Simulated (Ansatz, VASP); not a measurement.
BN in VASP and in Ansatz

```
B N
1.0
     0.00000    1.75174    1.75174
     1.75174    0.00000    1.75174
     1.75174    1.75174    0.00000
B N
1 1
Direct
  0.00000 0.00000 0.00000
  0.50000 0.50000 0.50000
```

Alike in both runs: task single point; functional PBE; k mesh 10 × 10 × 10; no spin polarisation.

```csv
,VASP,Ansatz
version,VASP 6.6.1,Ansatz 0.2.0
potentials or method,"VASP PAW PBE potentials, release 64 (B, N)","plane waves, PAW"
plane-wave cutoff (eV),520,420
occupations,"gaussian, width 0.01 eV",fixed
valence electrons in the cell,8,8
```

```tsv
	VASP	Ansatz	Ansatz less VASP
gap on the k mesh at the Fermi level (eV)	1.26	1.27	+0.006
pressure (GPa)	-0.1	0.0	+0.08
```

A k mesh can miss the band edges.
